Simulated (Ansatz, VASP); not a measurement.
**One calculation of P, two programs**

```
P
1.0
     1.65301   -5.49908    0.00000
     1.65301    5.49908    0.00000
     0.00000    0.00000    4.56101
P
4
Direct
  0.09539 0.90461 0.91133
  0.59539 0.40461 0.58867
  0.90461 0.09539 0.08867
  0.40461 0.59539 0.41133
```

Alike in both runs: functional r2SCAN; k mesh 6 × 6 × 4; occupations gaussian, width 0.1 eV; no spin polarisation.

Ansatz relaxed the structure, and its values are those at the end. VASP's run is a single point on that final structure, the one shown.

|  | VASP | Ansatz |
| --- | --- | --- |
| version | VASP 6.6.1 | Ansatz 0.2.0 |
| potentials or method | VASP PAW PBE potentials, release 64 (P) | scalar-relativistic, plane waves, PAW |
| plane-wave cutoff (eV) | 520 | 500 |
| valence electrons in the cell | 20 | 20 |

Ansatz gave:

| Quantity | Value |
| --- | --- |
| gap on the k mesh at the Fermi level (eV) | 0.29 |
| least direct gap on the mesh (eV) | 0.29 |
| pressure (GPa) | 0.0 |
| rms of the force components (eV/Å) | 0.004 |

Task: Estimate VASP's values.

Result: gap on the k mesh at the Fermi level (eV): 0.31; least direct gap on the mesh (eV): 0.31; pressure (GPa): -0.6; rms of the force components (eV/Å): 0.053.

Caveats: the PAW data sets were made with another functional, which shifts forces and pressure a little (VASP).
